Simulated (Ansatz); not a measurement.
## Slab of diamond C (100), 6 layers

The slab is cut from the diamond crystal, which needn't be the stable phase, as relaxed on PAW files (5.61 Å³/atom), with 16 Å of vacuum and a dipole correction:

```
CELL_PARAMETERS angstrom
2.51292 0.00000 0.00000
0.00000 2.51292 0.00000
0.00000 0.00000 20.44230
ATOMIC_POSITIONS crystal
C 0.75000 0.00000 0.39135
C 0.25000 0.00000 0.43481
C 0.25000 0.50000 0.47827
C 0.75000 0.50000 0.52173
C 0.75000 0.00000 0.56519
C 0.25000 0.00000 0.60865
```

All numbers are PBEsol results (scalar-relativistic) from Ansatz 0.2.0, with a Γ-centred 12×12×1 k mesh, Fermi–Dirac smearing of 0.02 eV, no spin polarisation. Methods: LAPW: all electrons, basis error target 1 meV/atom; PAW: frozen-core files, cutoff 420 eV.

The bulk energy comes from a cell in the slab's orientation on a 12×12×9 mesh. The surface energy is (E(slab) − N·E(bulk))/2A at zero smearing, the mean of both faces; thin slabs carry quantum-size effects.

The PAW files were made under PBE. Real surfaces of this kind reconstruct, which a 1×1 cell forbids.

Q: As cut, the LAPW slab lies 7.247 eV above 6 atoms of bulk. What surface energy is that?

A: Over two faces of 6.31 Å² it is 573.8 meV/Å², and times 16.02 J/m² per eV/Å² that gives γ = 9.194 J/m².

Q: What do relaxation and the other method give, and what work function comes out?

A: 

| method | γ as cut (J/m²) | γ relaxed (J/m²) | Φ as cut (eV) | Φ relaxed (eV) |
| --- | --- | --- | --- | --- |
| LAPW | 9.194 | 8.842 | 7.50 | 7.21 |
| PAW | 9.192 | 8.840 | 7.50 | 7.21 |

Q: How do the spacings between the planes relax?

A: From the bottom face up: d12 -12.8 % of 0.888 Å, d23 +5.6 % of 0.888 Å, d34 -3.5 % of 0.888 Å, d45 +5.6 % of 0.888 Å, d56 -12.8 % of 0.888 Å.

Q: What changes if the vacuum is set to 9 Å?

A: LAPW then gives: no gap, work function 7.21 eV; PAW: no gap, work function 7.20 eV. The program warns that the vacuum is too thin.

Q: A 1s core hole is made on one atom of each kind in every 1×1 cell (PAW hole dataset, neutral cell, valence without spin). What does it cost by layer?

A: layer 1 280.49 eV, layer 2 282.85 eV, layer 3 283.00 eV. Shifts between layers mean more than the absolute values, and a whole layer of holes screens otherwise than one hole.
